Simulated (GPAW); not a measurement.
# Pb (C2/m) in GPAW: reference runs

How does Pb come out in PBE? The cell is run as given.

Program: GPAW 26.7.0. These are calculated values, not measurements. Logs are shortened: lines on timing, memory, paths and dates and some standing lists are left out, and cuts for length are marked. The log counts tension as positive stress, the text compression.

### 1 The crystal as given

The structure is monoclinic, space group C2/m (No. 12). Conventional cell: a = 6.077 Å, b = 3.501 Å, c = 6.452 Å, α = 90.00°, β = 109.14°, γ = 90.00°. Around Pb (site symmetry m) lie 10 Pb at 3.34 to 3.51 Å.

This isn't the form of Pb at room conditions, which is fcc.

### 2 Single point, PBE

Contents of run.py:

```python
from ase import Atoms
from ase.dft.bandgap import bandgap
from ase.io import write
from ase.units import GPa
from gpaw import GPAW, PW

atoms = Atoms(['Pb', 'Pb'],
              cell=[[3.0386068135, -1.75031996, 0.0],
                    [3.0386068135, 1.75031996, 0.0],
                    [-2.1154626375, 0.0, 6.0952248674]],
              scaled_positions=[[0.90850841, 0.90850841, 0.7262922],
                                [0.09149159, 0.09149159, 0.2737078]],
              pbc=True)

calc = GPAW(mode=PW(600),
            xc='PBE',
            kpts={'size': (9, 9, 5), 'gamma': True},
            occupations={'name': 'fermi-dirac', 'width': 0.05},
            nbands=24,
            convergence={'density': 1e-05, 'energy': 1e-05},
            maxiter=150,
            txt='gpaw.txt')
atoms.calc = calc
energy = atoms.get_potential_energy()
forces = atoms.get_forces()
stress = atoms.get_stress()
calc.write('gs.gpw')
write('result.traj', atoms)
print(f'Energy: {energy:.6f} eV')
print('Forces (eV/A):')
print(forces.round(4))
print('Stress (GPa):', (stress / GPa).round(3))
print('Fermi level:', round(calc.get_fermi_level(), 4), 'eV')
print(f'Gap: {bandgap(calc)[0]:.4f} eV, direct: {bandgap(calc, direct=True)[0]:.4f} eV')
```

Potentials or basis: GPAW PAW data sets (gpaw-data 1.2.1), pw.

Run with:

```
$ OMP_NUM_THREADS=1 python run.py
```

gpaw.txt:

```text
__  _  _
 | _ |_)|_||  |
 |__||  | ||/\| - 26.7.0

Input parameters:
  mode=PW(ecut=600.0),
  convergence={'density': 1e-05, 'energy': 1e-05},
  kpts=MonkhorstPack(size=(9, 9, 5), gamma=True),
  maxiter=150,
  nbands=24,
  occupations=Occupations(name='fermi-dirac', width=0.05),
  xc=XC(name='PBE')

Diagonalizing LCAO Hamiltonian
Converting LCAO to pw mode

                 Pb

       Pb

Atoms  # Å, Bohr magnetons
|   | symbol |         x |        y |        z |    initial magnetic moments |
|---|--------|-----------|----------|----------|-----------------------------|
| 0 |     Pb |  3.984756 | 0.000000 | 4.426914 | ( 0.0000,  0.0000,  0.0000) |
| 1 |     Pb | -0.023005 | 0.000000 | 1.668311 | ( 0.0000,  0.0000,  0.0000) |

Unit cell  # Å
| periodic |         x |         y |        z |  lengths |     angles |
|----------|-----------|-----------|----------|----------|------------|
|      yes |  3.038607 | -1.750320 | 0.000000 | 3.506672 | 106.506081 |
|      yes |  3.038607 |  1.750320 | 0.000000 | 3.506672 | 106.506081 |
|      yes | -2.115463 |  0.000000 | 6.095225 | 6.451895 |  59.886219 |

Number of symmetries: 4
Symmetry operations  # r_c * U_cc + t_c -> r_c
|   | kind |            matrix            |
|---|------|------------------------------|
| 0 |  E   |  1, 0, 0,  0, 1, 0,  0, 0, 1 |
| 1 |  σ   |  0, 1, 0,  1, 0, 0,  0, 0, 1 |
| 2 |  C2  |  0,-1, 0, -1, 0, 0,  0, 0,-1 |
| 3 |  i   | -1, 0, 0,  0,-1, 0,  0, 0,-1 |

BZ-sampling:
  Number of BZ points: 405
  Number of IBZ points: 115

  Monkhorst-Pack size: [9, 9, 5]
  Monkhorst-Pack shift: [0, 0, 0]

K-points  # in reciprocal-cell coordinates
|     |                                coordinates |     weight |
|-----|--------------------------------------------|------------|
|   0 | (  0.00000000,   0.00000000,   0.00000000) | 0.00246914 |
|   1 | (  0.00000000,   0.00000000,   0.20000000) | 0.00493827 |
|   2 | (  0.00000000,   0.00000000,   0.40000000) | 0.00493827 |
|   3 | (  0.11111111,  -0.11111111,   0.00000000) | 0.00493827 |
|   4 | (  0.11111111,  -0.11111111,   0.20000000) | 0.00987654 |
|   5 | (  0.11111111,  -0.11111111,   0.40000000) | 0.00987654 |
|   6 | (  0.11111111,   0.00000000,  -0.40000000) | 0.00987654 |
|   7 | (  0.11111111,   0.00000000,  -0.20000000) | 0.00987654 |
|   8 | (  0.11111111,   0.00000000,   0.00000000) | 0.00987654 |
|   9 | (  0.11111111,   0.00000000,   0.20000000) | 0.00987654 |
| ... |                                            |            |
| 114 | (  0.44444444,   0.44444444,   0.40000000) | 0.00493827 |

Plane wave coefficients: 2179
Cutoff: 600.0 eV

Spin-components: 1 (collinear spins)
Bands:           24
Projectors:      12
Spin-degeneracy: 2
Datatype:        complex128

Parallelization:
  kpt:    1
  domain: 1
  band:   1

Density:
  Valence electrons: 28.0
  Components: 1
  Grid points: [20 20 40]
  Charge: 0.0  # |e|

Potential:
  Grid points: [20 20 40]

species:
  Pb:
    name:    Lead
    Z:       82.0
    valence: 14
    core:    68
    charge:  0.0  # [|e|]
    compensation charges:
      type: gauss
      rc: 0.38  # [Å]
      lmax: 2
    cutoffs:
      filter: 2.36  # [Å]
      core: 2.43  # [Å]
    projectors
    | kind |    occ | energy [eV] | rcut [Å] |
    |------|--------|-------------|----------|
    |   6s |  2.000 |     -11.969 |    1.259 |
    |   6p |  2.000 |      -3.506 |    1.275 |
    |   5d | 10.000 |     -21.211 |    1.217 |
    |    s |        |      15.243 |    1.259 |
    |    p |        |      23.705 |    1.275 |
    |    d |        |       6.001 |    1.217 |

    Using partial waves for Pb as LCAO basis

Reference energy: -1134548.926728  # eV

eigensolver:
  PPCG
  Converge bands: occupied
  niter=2

density mixing:
  MSR1-Mixer
  Pratt-step length: 0.05
  Maximum mixing coefficient: 0.75
  Old densities: 10
  SVD Regularization: 0.005
  Good broyden scale: 1.0
  Trust region scale: 1.0
  Backstep threshold: 4.0
  History deletion threshold: 6.0
  Fourier metric: weight=20.0, sigma=0.015

occupation numbers:
  Fermi-Dirac:
    width: 0.0500  # eV

poisson solver:
  ecut: 4800.0  # eV

xc functional:
  name: PBE with 2 nearest neighbor stencil

convergence criteria:
- Maximum integral of absolute [dens]ity change: 1e-05 electrons / valence electron
- Maximum [total energy] change in last 3 cyles: 1e-05 eV / valence electron
- Maximum integral of absolute [eigenst]ate change: 4e-08 eV^2 / valence electron
maximum number of iterations: 150

SCF iterations
|iter     | |      energy | eigst |  dens |
|---------|-|-------------|-------|-------|
|iter:   1| |   -7.540868 | -0.17 |       |
|iter:   2| |   -7.542104 | -2.06 | -1.76 |
|iter:   3| |   -7.517481 | -2.40 | -1.80 |
|iter:   4| |   -7.518078 | -3.32 | -2.27 |
|iter:   5| |   -7.518429 | -4.14 | -2.66 |
|iter:   6| |   -7.518375 | -4.88 | -3.19 |
|iter:   7| |   -7.518379c| -6.21 | -3.81 |
|iter:   8| |   -7.518380c| -7.13 | -4.40 |
|iter:   9| |   -7.518380c| -7.86c| -5.06c|

Converged in 9 steps
Energy contributions relative to reference atoms: (reference = -1134548.926728)

Energy contributions:
  Kinetic:          15.785325
  Coulomb:         -16.123108
  Zero:              0.011155
  External:          0.000000
  Xc:               -7.187736
  Entropy:          -0.008030
  Spinorbit:         0.000000
  ----------------------------
  Free energy:      -7.522395
  Extrapolated:     -7.518380

dipole moment: (0.000006, -0.000000, 0.000009)  # |e|*Ang

Fermi level: 6.796
Eigenvalues  # (at kpt = [0.000, 0.000, 0.000])
| band index |      eig [eV] | occ [0-2] |
|------------|---------------|-----------|
|          0 |       -10.295 |     2.000 |
|        ... |               |           |
|          5 |       -10.157 |     2.000 |
|          6 |       -10.043 |     2.000 |
|          7 |       -10.034 |     2.000 |
|          8 |        -9.999 |     2.000 |
|          9 |        -9.991 |     2.000 |
|         10 |        -4.582 |     2.000 |
|         11 |        -1.485 |     2.000 |
|         12 |         2.830 |     2.000 |
|         13 |        13.025 |     0.000 |
|         14 |        13.214 |     0.000 |
|         15 |        13.266 |     0.000 |
|         16 |        13.319 |     0.000 |
|         17 |        13.433 |     0.000 |
|         18 |        16.108 |     0.000 |
|         19 |        16.168 |     0.000 |
|         20 |        16.883 |     0.000 |
|        ... |               |           |
|         23 |        18.881 |     0.000 |

No gap
No difference between direct/indirect transitions

Forces  # eV/Ang
|        x |       y |        z |
|----------|---------|----------|
|  0.02774 | 0.00000 | -0.08325 |  # Pb   0
| -0.02774 | 0.00000 |  0.08325 |  # Pb   1

Stress tensor  # eV/Ang^3
|         x |         y |         z |
|-----------|-----------|-----------|
| -0.003582 |  0.000000 | -0.000059 |
|  0.000000 | -0.003819 |  0.000000 |
| -0.000059 |  0.000000 | -0.003120 |

# Writing to gs.gpw (mode='')
```

Wall time 48 s (1 thread of Intel Xeon Platinum 8488C (Sapphire Rapids), shared host); peak memory 0.28 GiB.

What came out:

```
Free energy            : -7.5224 eV
Pressure               : 0.6 GPa
Largest force          : 0.088 eV/Å
Band gap on the k mesh : none (metal or under the smearing width)
```

Forces on the atoms (eV/Å):
```
Pb   0.028  0.000 -0.083
Pb  -0.028  0.000  0.083
```

The run has no spin-orbit coupling, so splittings on Pb are missing.
